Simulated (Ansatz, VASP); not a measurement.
## Nb in VASP and in Ansatz

```
Nb
1.0
     0.00000    2.10642    2.10642
     2.10642    0.00000    2.10642
     2.10642    2.10642    0.00000
Nb
1
Direct
  0.00000 0.00000 0.00000
```

Alike in both runs: functional r2SCAN; k mesh 18 × 18 × 18; occupations gaussian, width 0.1 eV; no spin polarisation.

Ansatz relaxed the structure, and its values are those at the end. VASP's run is a single point on that final structure, the one shown.

|  | VASP | Ansatz |
| --- | --- | --- |
| version | VASP 6.6.1 | Ansatz 0.2.0 |
| potentials or method | VASP PAW PBE potentials, release 64 (Nb_sv) | scalar-relativistic, plane waves, PAW |
| plane-wave cutoff (eV) | 520 | 500 |
| valence electrons in the cell | 13 | 13 |

VASP gave:

- gap on the k mesh at the Fermi level (eV): none
- pressure (GPa): -0.2

Question: Estimate Ansatz's values.

Answer: gap on the k mesh at the Fermi level (eV): none; pressure (GPa): 0.0.

A gap of «none» marks a metal or a gap that the smearing closes. With one functional, cell and mesh, what is left measures potentials, basis and numerics.

Caveats: the PAW data sets were made with another functional, which shifts forces and pressure a little (VASP).
